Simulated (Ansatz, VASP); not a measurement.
# Two plane-wave programs on RbBr

The input INCAR:

```
SYSTEM = RbBr
  PREC = Accurate
  ENCUT = 520
  EDIFF = 1E-6
  ISMEAR = 0
  SIGMA = 0.01
  LREAL = .False.
  LASPH = .True.
  NELM = 60
  ALGO = Normal
  ISIF = 2
  LWAVE = .False.
  LCHARG = .False.
  GGA = CA
  NBANDS = 24
```

Contents of KPOINTS:

```
Automatic mesh
0
Gamma
  6 6 4
  0 0 0
```

File POSCAR:

```
RbBr
1.0
    4.7710910955      0.0000000000      0.0000000000
   -2.3855455477      4.1318860925      0.0000000000
    0.0000000000      0.0000000000      8.4101528072
Rb Br
2 2
Direct
    0.0000000000      0.0000000000      0.0000000000
    0.0000000000      0.0000000000      0.5000000000
    0.3333333333      0.6666666667      0.2500000000
    0.6666666667      0.3333333333      0.7500000000
```

Input for Ansatz:

```yaml
crystal:
  lattice:
    - [4.7710910955, 0.0, 0.0]
    - [-2.3855455477, 4.1318860925, 0.0]
    - [0.0, 0.0, 8.4101528072]
  atoms:
    - { symbol: Rb, position: [0.0, 0.0, 0.0] }
    - { symbol: Rb, position: [0.0, 0.0, 0.5] }
    - { symbol: Br, position: [0.3333333333, 0.6666666667, 0.25] }
    - { symbol: Br, position: [0.6666666667, 0.3333333333, 0.75] }
kpoints:
  mp_grid: { grid: [6, 6, 4] }
  band_path:
    path:
      - [0.0, 0.0, 0.0]
      - [0.5, 0.0, 0.0]
      - [0.3333333333, 0.3333333333, 0.0]
      - [0.0, 0.0, 0.5]
      - [0.5, 0.0, 0.5]
      - [0.3333333333, 0.3333333333, 0.5]
    npoints: 1
hamiltonian:
  xc: lda
scf:
  occupations: { method: fixed }
  n_extra_bands: 5
output:
  forces: true
  stress: true
  eigenvalues: true
  write_density: true
  write_potential: true
  elf: true
  volumetric_format: npy
```

Alike in both runs: task single point; functional LDA; k mesh 6 × 6 × 4; no spin polarisation.

```csv
,VASP,Ansatz
version,VASP 6.6.1,Ansatz 0.2.0
potentials or method,"VASP PAW LDA potentials, release 64 (Rb_sv, Br)","plane waves, PAW"
plane-wave cutoff (eV),520,420
occupations,"gaussian, width 0.01 eV",fixed
valence electrons in the cell,32,32
```

```tsv
	VASP	Ansatz	Ansatz less VASP
gap on the k mesh at the Fermi level (eV)	3.84	3.83	-0.010
pressure (GPa)	-1.5	-1.5	-0.03
largest component of the traceless stress (GPa)	0.11	0.11	+0.004
```

A k mesh can miss the band edges. A hybrid or GW would open this gap; LDA tends to underestimate it.
